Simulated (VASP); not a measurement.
Input of a VASP 6.6.1 run:

POSCAR

```
BAs
1.0
    0.0000000000      2.3885000000      2.3885000000
    2.3885000000      0.0000000000      2.3885000000
    2.3885000000      2.3885000000      0.0000000000
B As
1 1
Direct
    0.0000000000      0.0000000000      0.0000000000
    0.2500000000      0.2500000000      0.2500000000
```

The input INCAR.step1:

```
SYSTEM = BAs
ALGO = Normal
EDIFF = 1E-5
ENCUT = 520
GGA = PE
ISIF = 2
ISMEAR = 0
LASPH = .TRUE.
LCHARG = .FALSE.
LREAL = .FALSE.
LWAVE = .TRUE.
NELM = 100
PREC = Accurate
SIGMA = 0.02
```

INCAR.step2

```
SYSTEM = BAs
ALGO = Normal
EDIFF = 1E-6
ENCUT = 520
ISIF = 2
ISMEAR = 0
ISTART = 1
LASPH = .TRUE.
LCHARG = .FALSE.
LREAL = .FALSE.
LWAVE = .FALSE.
METAGGA = MBJ
NELM = 100
PREC = Accurate
SIGMA = 0.02
```

KPOINTS

```
k-points
0
G
  12 12 12
  0 0 0
```

The input KPOINTS_OPT:

```
path GXWKGLUWLK,UX
15
line-mode
reciprocal
 0.0000000000  0.0000000000  0.0000000000  G
 0.5000000000  0.0000000000  0.5000000000  X

 0.5000000000  0.0000000000  0.5000000000  X
 0.5000000000  0.2500000000  0.7500000000  W

 0.5000000000  0.2500000000  0.7500000000  W
 0.3750000000  0.3750000000  0.7500000000  K

 0.3750000000  0.3750000000  0.7500000000  K
 0.0000000000  0.0000000000  0.0000000000  G

 0.0000000000  0.0000000000  0.0000000000  G
 0.5000000000  0.5000000000  0.5000000000  L

 0.5000000000  0.5000000000  0.5000000000  L
 0.6250000000  0.2500000000  0.6250000000  U

 0.6250000000  0.2500000000  0.6250000000  U
 0.5000000000  0.2500000000  0.7500000000  W

 0.5000000000  0.2500000000  0.7500000000  W
 0.5000000000  0.5000000000  0.5000000000  L

 0.5000000000  0.5000000000  0.5000000000  L
 0.3750000000  0.3750000000  0.7500000000  K

 0.6250000000  0.2500000000  0.6250000000  U
 0.5000000000  0.0000000000  0.5000000000  X
```

Potentials or basis: VASP PAW PBE potentials, release 64 (B, As).

Run with:

```bash
$ cat potpaw_PBE.64/B/POTCAR potpaw_PBE.64/As/POTCAR > POTCAR
$ cp INCAR.step1 INCAR
$ mpirun -np 1 vasp_std > vasp.out
$ cp INCAR.step2 INCAR
$ mpirun -np 1 vasp_std > vasp.out
```

Q: Predict the band gap on the k mesh.

A: 1.76 eV, indirect (least direct gap 3.79 eV).

Q: What does it give for the band gap along the path?

A: 1.75 eV, indirect (least direct gap 3.79 eV).

Levels at the corners of the path, in eV from the valence-band top:
| point | band 1 | band 2 | band 3 | band 4 | band 5 | band 6 | band 7 | band 8 |
| --- | --- | --- | --- | --- | --- | --- | --- | --- |
| Γ | -15.26 | 0.00 | 0.00 | 0.00 | 3.79 | 3.79 | 3.79 | 5.56 |
| X | -10.99 | -8.56 | -3.93 | -3.93 | 1.94 | 2.14 | 12.39 | 12.39 |
| X | -10.99 | -8.56 | -3.93 | -3.93 | 1.94 | 2.14 | 12.39 | 12.39 |
| W | -10.84 | -8.16 | -5.22 | -4.95 | 5.82 | 6.78 | 7.28 | 7.56 |
| W | -10.84 | -8.16 | -5.22 | -4.95 | 5.82 | 6.78 | 7.28 | 7.56 |
| K | -11.05 | -8.19 | -5.67 | -3.35 | 2.64 | 6.18 | 9.98 | 10.66 |
| K | -11.05 | -8.19 | -5.67 | -3.35 | 2.64 | 6.18 | 9.98 | 10.66 |
| Γ | -15.26 | 0.00 | 0.00 | 0.00 | 3.79 | 3.79 | 3.79 | 5.56 |
| Γ | -15.26 | 0.00 | 0.00 | 0.00 | 3.79 | 3.79 | 3.79 | 5.56 |
| L | -12.39 | -8.63 | -1.75 | -1.75 | 3.27 | 5.28 | 5.28 | 9.98 |
| L | -12.39 | -8.63 | -1.75 | -1.75 | 3.27 | 5.28 | 5.28 | 9.98 |
| U | -11.05 | -8.19 | -5.67 | -3.35 | 2.64 | 6.18 | 9.98 | 10.66 |
| U | -11.05 | -8.19 | -5.67 | -3.35 | 2.64 | 6.18 | 9.98 | 10.66 |
| W | -10.84 | -8.16 | -5.22 | -4.95 | 5.82 | 6.78 | 7.28 | 7.56 |
| W | -10.84 | -8.16 | -5.22 | -4.95 | 5.82 | 6.78 | 7.28 | 7.56 |
| L | -12.39 | -8.63 | -1.75 | -1.75 | 3.27 | 5.28 | 5.28 | 9.98 |
| L | -12.39 | -8.63 | -1.75 | -1.75 | 3.27 | 5.28 | 5.28 | 9.98 |
| K | -11.05 | -8.19 | -5.67 | -3.35 | 2.64 | 6.18 | 9.98 | 10.66 |
| U | -11.05 | -8.19 | -5.67 | -3.35 | 2.64 | 6.18 | 9.98 | 10.66 |
| X | -10.99 | -8.56 | -3.93 | -3.93 | 1.94 | 2.14 | 12.39 | 12.40 |
